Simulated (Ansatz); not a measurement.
**MgO (P6_3/mmc) at 2 levels of theory**

One geometry, relaxed with PBE; plane waves with PAW potentials in Ansatz, scalar-relativistic. No spin polarisation. Gaps are the least over mesh and band path; pressure is positive in compression.

```xyz
8
Lattice="2.9820 0.0000 0.0000 -1.4910 2.5825 0.0000 0.0000 0.0000 10.0777" Properties=species:S:1:pos:R:3 pbc="T T T"
Mg    1.4910    0.8608    8.8488
Mg    0.0000    1.7217    1.2289
Mg    0.0000    1.7217    3.8099
Mg    1.4910    0.8608    6.2678
O     0.0000    0.0000    0.0000
O     0.0000    0.0000    5.0389
O     1.4910    0.8608    2.5194
O     0.0000    1.7217    7.5583
```

| level | cutoff (eV) | k mesh | gap (eV) | pressure (GPa) |
| --- | --- | --- | --- | --- |
| PBE | 420 | 12×12×4 | 4.17 | 0.0 |

Q: What comes out on the same cell with r2SCAN?

A:
```json
{"level": "r2SCAN", "cutoff (eV)": "500", "k mesh": "12×12×4", "gap (eV)": "5.02", "pressure (GPa)": "-5.4"}
```

The cell was found from a structure generator's guess, not taken from experiment.
